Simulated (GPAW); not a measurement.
# MoS2 (P6_3/mmc) in GPAW: a series of runs, part 3 of 3

GPAW 26.7.0. The steps go on from the part before.

## (6) Phonons, PBE

run.py reads:

```python
import json
import numpy as np
from ase import Atoms
from ase.constraints import FixSymmetry
from ase.io import read, write
from ase.optimize import BFGS
from phonopy import Phonopy
from phonopy.structure.atoms import PhonopyAtoms
from gpaw import GPAW, PW

atoms = read('POSCAR')

calc = GPAW(mode=PW(510),
            xc='PBE',
            kpts={'size': (7, 7, 2), 'gamma': True},
            occupations={'name': 'fermi-dirac', 'width': 0.05},
            nbands=46,
            convergence={'density': 1e-06, 'eigenstates': 1e-09},
            maxiter=150,
            txt='gpaw.txt')
atoms.calc = calc
atoms.set_constraint(FixSymmetry(atoms))
BFGS(atoms, trajectory='relax.traj', logfile='-').run(fmax=0.005, steps=40)
atoms.set_constraint()
energy = atoms.get_potential_energy()
forces = atoms.get_forces()
stress = atoms.get_stress()
calc.write('gs.gpw')
write('result.traj', atoms)
print('Cell:', atoms.cell.cellpar().round(4))
print(atoms.get_scaled_positions().round(5))

def force_constants(scale):
    unit = PhonopyAtoms(symbols=atoms.get_chemical_symbols(), cell=atoms.cell[:] * scale**(1 / 3),
                        scaled_positions=atoms.get_scaled_positions())
    ph = Phonopy(unit, supercell_matrix=np.diag([1, 1, 1]), primitive_matrix=np.eye(3), symprec=1e-4)
    ph.generate_displacements(distance=0.03)
    forces = []
    for i, sc in enumerate(ph.supercells_with_displacements):
        a = Atoms(sc.symbols, cell=sc.cell, scaled_positions=sc.scaled_positions, pbc=True)
        c = GPAW(mode=PW(510),
                 xc='PBE',
                 kpts={'size': (7, 7, 2), 'gamma': True},
                 occupations={'name': 'fermi-dirac', 'width': 0.05},
                 nbands=46,
                 convergence={'density': 1e-06, 'eigenstates': 1e-09},
                 maxiter=150,
                 txt=f'disp-{scale:.3f}-{i:02d}.txt')
        a.calc = c
        f = a.get_forces()
        forces.append(f - f.mean(axis=0))
        print(f'displacement {i}: drift', f.mean(axis=0).round(5), flush=True)
    ph.forces = forces
    ph.produce_force_constants()
    ph.symmetrize_force_constants()
    return ph

qpoints = [[0.0, 0.0, 0.0]]
results = {}
for scale in [1.0]:
    ph = force_constants(scale)
    ph.run_qpoints(qpoints)
    nu = ph.qpoints.frequencies * 33.35641  # THz to cm^-1
    results[f'{scale:.3f}'] = nu.tolist()
    for qp, f in zip(qpoints, nu):
        print(scale, np.round(qp, 4), f.round(2))
json.dump(results, open('phonons.json', 'w'))
```

POSCAR reads:

```
MoS2
1.0
    3.1690000000      0.0000000000      0.0000000000
   -1.5845000000      2.7444345046      0.0000000000
    0.0000000000      0.0000000000     12.3240000000
Mo S
2 4
Direct
    0.6666666667      0.3333333333      0.7500000000
    0.3333333333      0.6666666667      0.2500000000
    0.6666666667      0.3333333333      0.3770000000
    0.3333333333      0.6666666667      0.8770000000
    0.6666666667      0.3333333333      0.1230000000
    0.3333333333      0.6666666667      0.6230000000
```

Potentials or basis: GPAW PAW data sets (gpaw-data 1.2.1), pw.

Run with:

```bash
> OMP_NUM_THREADS=1 python run.py
```

gpaw.txt:

```text
__  _  _
 | _ |_)|_||  |
 |__||  | ||/\| - 26.7.0

Input parameters:
  mode=PW(ecut=510.0),
  convergence={'density': 1e-06, 'eigenstates': 1e-09},
  kpts=MonkhorstPack(size=(7, 7, 2), gamma=True),
  maxiter=150,
  nbands=46,
  occupations=Occupations(name='fermi-dirac', width=0.05),
  xc=XC(name='PBE')

Diagonalizing LCAO Hamiltonian
Converting LCAO to pw mode

        S

           Mo
        S
[... 16 lines left out ...]
Unit cell  # Å
| periodic |         x |        y |         z |   lengths |     angles |
|----------|-----------|----------|-----------|-----------|------------|
|      yes |  3.169000 | 0.000000 |  0.000000 |  3.169000 |  90.000000 |
|      yes | -1.584500 | 2.744435 |  0.000000 |  3.169000 |  90.000000 |
|      yes |  0.000000 | 0.000000 | 12.324000 | 12.324000 | 120.000000 |

Number of symmetries: 12
Symmetry operations  # r_c * U_cc + t_c -> r_c
|    | kind |            matrix            |
|----|------|------------------------------|
|  0 |  σ   |  1, 1, 0,  0,-1, 0,  0, 0, 1 |
|  1 |  S6  |  1, 1, 0, -1, 0, 0,  0, 0,-1 |
|  2 |  E   |  1, 0, 0,  0, 1, 0,  0, 0, 1 |
|  3 |  C2  |  1, 0, 0, -1,-1, 0,  0, 0,-1 |
|  4 |  C2  |  0, 1, 0,  1, 0, 0,  0, 0,-1 |
|  5 |  C3  |  0, 1, 0, -1,-1, 0,  0, 0, 1 |
|  6 |  S6  |  0,-1, 0,  1, 1, 0,  0, 0,-1 |
|  7 |  σ   |  0,-1, 0, -1, 0, 0,  0, 0, 1 |
|  8 |  σ   | -1, 0, 0,  1, 1, 0,  0, 0, 1 |
|  9 |  i   | -1, 0, 0,  0,-1, 0,  0, 0,-1 |
| 10 |  C3  | -1,-1, 0,  1, 0, 0,  0, 0, 1 |
| 11 |  C2  | -1,-1, 0,  0, 1, 0,  0, 0,-1 |

BZ-sampling:
  Number of BZ points: 98
  Number of IBZ points: 16

  Monkhorst-Pack size: [7, 7, 2]
  Monkhorst-Pack shift: [0.0, 0.0, 0.25]

K-points  # in reciprocal-cell coordinates
|     |                                coordinates |     weight |
|-----|--------------------------------------------|------------|
|   0 | (  0.00000000,   0.00000000,   0.00000000) | 0.01020408 |
|   1 | (  0.00000000,   0.00000000,   0.50000000) | 0.01020408 |
|   2 | (  0.14285714,   0.00000000,   0.00000000) | 0.06122449 |
|   3 | (  0.14285714,   0.00000000,   0.50000000) | 0.06122449 |
|   4 | (  0.28571429,  -0.14285714,   0.00000000) | 0.06122449 |
|   5 | (  0.28571429,  -0.14285714,   0.50000000) | 0.06122449 |
|   6 | (  0.28571429,   0.00000000,   0.00000000) | 0.06122449 |
|   7 | (  0.28571429,   0.00000000,   0.50000000) | 0.06122449 |
|   8 | (  0.42857143,  -0.14285714,   0.00000000) | 0.12244898 |
|   9 | (  0.42857143,  -0.14285714,   0.50000000) | 0.12244898 |
| ... |                                            |            |
|  15 | (  0.42857143,   0.42857143,   0.50000000) | 0.06122449 |

Plane wave coefficients: 2820
Cutoff: 510.0 eV

Spin-components: 1 (collinear spins)
Bands:           46
Projectors:      32
Spin-degeneracy: 2
Datatype:        complex128

Parallelization:
  kpt:    1
  domain: 1
  band:   1

Density:
  Valence electrons: 52.0
  Components: 1
  Grid points: [18 18 70]
  Charge: 0.0  # |e|

Potential:
  Grid points: [18 18 70]

species:
  Mo:
    name:    Molybdenum
    Z:       42.0
    valence: 14
    core:    28
    charge:  0.0  # [|e|]
    compensation charges:
      type: gauss
      rc: 0.38  # [Å]
      lmax: 2
    cutoffs:
      filter: 2.16  # [Å]
      core: 1.42  # [Å]
    projectors
    | kind |    occ | energy [eV] | rcut [Å] |
    |------|--------|-------------|----------|
    |   4s |  2.000 |     -64.307 |    1.238 |
    |   5s |  1.000 |      -4.084 |    1.238 |
    |   4p |  6.000 |     -38.491 |    1.296 |
    |   5p |  0.000 |      -1.044 |    1.296 |
    |   4d |  5.000 |      -3.754 |    1.296 |
    |    d |        |      23.458 |    1.296 |

    Using partial waves for Mo as LCAO basis

  S:
    name:    Sulfur
    Z:       16.0
    valence: 6
    core:    10
    charge:  0.0  # [|e|]
    compensation charges:
      type: gauss
      rc: 0.24  # [Å]
      lmax: 2
    cutoffs:
      filter: 1.77  # [Å]
      core: 1.66  # [Å]
    projectors
    | kind |    occ | energy [eV] | rcut [Å] |
    |------|--------|-------------|----------|
    |   3s |  2.000 |     -17.254 |    0.974 |
    |   3p |  4.000 |      -7.008 |    0.979 |
    |    s |        |       9.957 |    0.974 |
    |    p |        |      20.203 |    0.979 |
    |    d |        |       0.000 |    0.900 |

    Using partial waves for S as LCAO basis

Reference energy: -263698.624853  # eV

eigensolver:
  PPCG
  Converge bands: occupied
  niter=2

density mixing:
  MSR1-Mixer
  Pratt-step length: 0.05
  Maximum mixing coefficient: 0.75
  Old densities: 10
  SVD Regularization: 0.005
  Good broyden scale: 1.0
  Trust region scale: 1.0
  Backstep threshold: 4.0
  History deletion threshold: 6.0
  Fourier metric: weight=20.0, sigma=0.015

occupation numbers:
  Fermi-Dirac:
    width: 0.0500  # eV

poisson solver:
  ecut: 4080.0  # eV

xc functional:
  name: PBE with 2 nearest neighbor stencil

convergence criteria:
- Maximum integral of absolute [dens]ity change: 1e-06 electrons / valence electron
- Maximum integral of absolute [eigenst]ate change: 1e-09 eV^2 / valence electron
- Maximum [total energy] change in last 3 cyles: 0.0005 eV / valence electron
maximum number of iterations: 150

SCF iterations
|iter     | |      energy | eigst |  dens |
|---------|-|-------------|-------|-------|
|iter:   1| |  -47.156144 | +0.54 |       |
|iter:   2| |  -46.310458 | -1.14 | -0.98 |
|iter:   3| |  -44.264864 | -1.13 | -1.05 |
|iter:   4| |  -44.147663 | -1.96 | -1.45 |
|iter:   5| |  -44.149649 | -2.57 | -1.77 |
|iter:   6| |  -44.139708c| -3.09 | -2.04 |
|iter:   7| |  -44.137629c| -4.19 | -2.67 |
|iter:   8| |  -44.137421c| -5.24 | -3.03 |
|iter:   9| |  -44.137428c| -6.30 | -3.61 |
|iter:  10| |  -44.137429c| -7.58 | -4.37 |
|iter:  11| |  -44.137429c| -8.75 | -4.99 |
|iter:  12| |  -44.137429c| -9.35c| -5.59 |
|iter:  13| |  -44.137429c| -9.79c| -6.14c|

Converged in 13 steps
Energy contributions relative to reference atoms: (reference = -263698.624853)

Energy contributions:
  Kinetic:          -1.008816
  Coulomb:         -11.237215
  Zero:             -0.274064
  External:          0.000000
  Xc:              -31.617333
  Entropy:          -0.000003
  Spinorbit:         0.000000
  ----------------------------
  Free energy:     -44.137430
  Extrapolated:    -44.137429
[... 28 lines left out ...]
Gap: 0.987 eV
Transition (v -> c):
  (s=0, k=0, n=25, [0.00, 0.00, 0.00]) -> (s=0, k=4, n=26, [0.29, -0.14, 0.00])
Direct/indirect transitions are different
Direct gap: 2.026 eV
Transition at: (s=0, k=12, n=25, [0.43, 0.29, 0.00])

Forces  # eV/Ang
|        x |        y |        z |
|----------|----------|----------|
| -0.00000 |  0.00000 | -0.00001 |  # Mo   0
|  0.00000 |  0.00000 |  0.00001 |  # Mo   1
| -0.00000 |  0.00000 | -0.05752 |  # S    2
|  0.00000 | -0.00000 | -0.05749 |  # S    3
| -0.00000 |  0.00000 |  0.05749 |  # S    4
|  0.00000 |  0.00000 |  0.05752 |  # S    5
[... 34 lines left out ...]
SCF iterations
|iter     | |      energy | eigst |  dens |
|---------|-|-------------|-------|-------|
|iter:   1| |  -44.137603c| -5.36 |       |
|iter:   2| |  -44.137600c| -7.31 | -3.72 |
|iter:   3| |  -44.137593c| -6.68 | -3.78 |
|iter:   4| |  -44.137593c| -7.08 | -4.24 |
|iter:   5| |  -44.137592c| -7.17 | -4.11 |
|iter:   6| |  -44.137592c| -7.88 | -4.44 |
|iter:   7| |  -44.137592c| -9.71c| -5.32 |
|iter:   8| |  -44.137592c| -9.35c| -5.72 |
|iter:   9| |  -44.137592c| -9.51c| -5.47 |
|iter:  10| |  -44.137592c|-10.29c| -6.40c|

Converged in 10 steps
Energy contributions relative to reference atoms: (reference = -263698.624853)

Energy contributions:
  Kinetic:          -0.822082
  Coulomb:         -11.387522
  Zero:             -0.274890
  External:          0.000000
  Xc:              -31.653096
  Entropy:          -0.000003
  Spinorbit:         0.000000
  ----------------------------
  Free energy:     -44.137593
  Extrapolated:    -44.137592
[... 28 lines left out ...]
Gap: 0.987 eV
Transition (v -> c):
  (s=0, k=0, n=25, [0.00, 0.00, 0.00]) -> (s=0, k=4, n=26, [0.29, -0.14, 0.00])
Direct/indirect transitions are different
Direct gap: 2.027 eV
Transition at: (s=0, k=12, n=25, [0.43, 0.29, 0.00])

Forces  # eV/Ang
|        x |        y |        z |
|----------|----------|----------|
| -0.00000 | -0.00000 |  0.00001 |  # Mo   0
|  0.00000 |  0.00000 | -0.00001 |  # Mo   1
|  0.00000 |  0.00000 | -0.04177 |  # S    2
|  0.00000 | -0.00000 | -0.04176 |  # S    3
| -0.00000 |  0.00000 |  0.04176 |  # S    4
|  0.00000 |  0.00000 |  0.04177 |  # S    5
[... 34 lines left out ...]
SCF iterations
|iter     | |      energy | eigst |  dens |
|---------|-|-------------|-------|-------|
|iter:   1| |  -44.137851c| -4.51 |       |
|iter:   2| |  -44.137833c| -6.46 | -3.29 |
|iter:   3| |  -44.137778c| -5.83 | -3.36 |
|iter:   4| |  -44.137785c| -6.23 | -3.82 |
|iter:   5| |  -44.137775c| -6.32 | -3.68 |
|iter:   6| |  -44.137772c| -7.04 | -4.01 |
|iter:   7| |  -44.137773c| -8.52 | -4.88 |
|iter:   8| |  -44.137772c| -8.77 | -4.83 |
|iter:   9| |  -44.137772c| -9.68c| -5.28 |
|iter:  10| |  -44.137772c|-10.29c| -6.06c|

Converged in 10 steps
Energy contributions relative to reference atoms: (reference = -263698.624853)

Energy contributions:
  Kinetic:          -0.323596
  Coulomb:         -11.788893
  Zero:             -0.277015
  External:          0.000000
  Xc:              -31.748266
  Entropy:          -0.000003
  Spinorbit:         0.000000
  ----------------------------
  Free energy:     -44.137774
  Extrapolated:    -44.137772
[... 28 lines left out ...]
Gap: 0.989 eV
Transition (v -> c):
  (s=0, k=0, n=25, [0.00, 0.00, 0.00]) -> (s=0, k=4, n=26, [0.29, -0.14, 0.00])
Direct/indirect transitions are different
Direct gap: 2.029 eV
Transition at: (s=0, k=12, n=25, [0.43, 0.29, 0.00])

Forces  # eV/Ang
|        x |       y |        z |
|----------|---------|----------|
|  0.00000 | 0.00000 |  0.00000 |  # Mo   0
|  0.00000 | 0.00000 | -0.00000 |  # Mo   1
| -0.00000 | 0.00000 |  0.00026 |  # S    2
|  0.00000 | 0.00000 |  0.00025 |  # S    3
| -0.00000 | 0.00000 | -0.00025 |  # S    4
|  0.00000 | 0.00000 | -0.00026 |  # S    5

Stress tensor  # eV/Ang^3
|         x |         y |         z |
|-----------|-----------|-----------|
| -0.012045 |  0.000000 |  0.000000 |
|  0.000000 | -0.012045 |  0.000000 |
|  0.000000 |  0.000000 | -0.016788 |

# Writing to gs.gpw (mode='')
```

It took 8.8 min on 1 thread of AMD EPYC 7R43 (Zen 3), shared host; peak memory 0.56 GiB.

What came out:

| Property | Result |
| --- | --- |
| Free energy | -44.1378 eV |
| Pressure after relaxing | 2.2 GPa |
| Band gap on the k mesh | 0.99 eV, indirect (least direct gap 2.03 eV) |
| Highest phonon frequency at Γ, LO-TO splitting left out | 465 cm⁻¹ |

Stress tensor (GPa, compression positive):
```
1.93 0.00 0.00
0.00 1.93 0.00
0.00 0.00 2.69
```

Final structure:
```
Mo S
1.0
     3.16900    0.00000    0.00000
    -1.58450    2.74443    0.00000
     0.00000    0.00000   12.32400
Mo S
2 4
Direct
  0.66667 0.33333 0.75000
  0.33333 0.66667 0.25000
  0.66667 0.33333 0.37676
  0.33333 0.66667 0.87676
  0.66667 0.33333 0.12324
  0.33333 0.66667 0.62324
```

Phonon frequencies in cm⁻¹ (negative: imaginary):
| q point | frequencies |
| --- | --- |
| (0.000, 0.000, 0.000) | 0 0 0 30 30 56 279 279 281 281 377 377 377 377 399 405 461 465 |

Caveat: the cutoff is short for stress and forces, so pressures can be off by a GPa or more; the LO-TO splitting is left out; an odd mesh through Γ misses points on the zone boundary, where band edges often lie; this functional lacks dispersion, which binds the layers, so the pressure and a relaxed spacing across them are unreliable.

## (7) Summary

```csv
task,level,potentials or basis,cell,k mesh,cutoff (eV),smearing,response ecut,eta,scissors,response k mesh,domega0,gap on the mesh (eV)
optical spectrum,LDA,"the program's PAW data sets (release 1.2.1) made for this functional, pw",as given,8 × 8 × 2,450,fermi-dirac 0.001 eV,50 eV,0.1 eV,0.5 eV,12 × 12 × 3,0.05 eV,0.90
dielectric tensor,LDA,"the program's PAW data sets (release 1.2.1) made for this functional, pw",as given,8 × 8 × 2,450,fermi-dirac 0.001 eV,80 eV,-,-,13 × 13 × 3,-,0.90
dielectric tensor,PBE,"GPAW PAW data sets (gpaw-data 1.2.1), pw",as given,8 × 8 × 2,450,fermi-dirac 0.001 eV,80 eV,-,-,13 × 13 × 3,-,0.97
phonons,PBE,"GPAW PAW data sets (gpaw-data 1.2.1), pw",atoms relaxed,7 × 7 × 2,510,fermi-dirac 0.05 eV,-,-,-,-,-,0.99
```

Alike in all rows: no spin polarisation.

Caveats: an odd mesh through Γ misses points on the zone boundary, where band edges often lie; the long-wavelength limit can be off by several per cent where d states take part (some runs); this functional lacks dispersion, which binds the layers, so the pressure and a relaxed spacing across them are unreliable (some runs); independent-particle spectra lack excitons (some runs); the cutoff is short for stress and forces, so pressures can be off by a GPa or more (some runs); the LO-TO splitting is left out (some runs).

Absolute energies hang on the potentials; compare differences alone.

## (8) Against experiment

Step 2. Against the measured gap of MoS2, 1.3 eV (indirect; 300 K; “Multiwavelength excitation Raman Scattering Analysis of bulk and 2 dimensional MoS2: Vibrational properties of atomically thin MoS2 layers”, 2015, arxiv:1506.03228), the calculated 0.90 eV is off by -0.40 eV. Spin-orbit coupling on Mo is left out. The value is that of LDA on a finite k mesh, which can miss the band edges, without temperature or zero-point motion. Semilocal functionals fall short of measured gaps as a rule.

Step 4. Measured gap of MoS2: 1.3 eV (indirect; 300 K; “Multiwavelength excitation Raman Scattering Analysis of bulk and 2 dimensional MoS2: Vibrational properties of atomically thin MoS2 layers”, 2015, arxiv:1506.03228). This calculation gives 0.90 eV (-0.40 eV). Spin-orbit coupling on Mo is left out. The value is that of LDA on a finite k mesh, which can miss the band edges, without temperature or zero-point motion. Semilocal functionals fall short of measured gaps as a rule.

Step 5. A measured gap of MoS2 is 1.3 eV (indirect; 300 K; “Multiwavelength excitation Raman Scattering Analysis of bulk and 2 dimensional MoS2: Vibrational properties of atomically thin MoS2 layers”, 2015, arxiv:1506.03228); the calculated 0.97 eV misses it by -0.33 eV. Spin-orbit coupling on Mo is left out. The value is that of PBE on a finite k mesh, which can miss the band edges, without temperature or zero-point motion. Semilocal functionals fall short of measured gaps as a rule.

Step 6. The gap isn't set beside the deposited one, since this odd mesh misses points on the zone boundary.
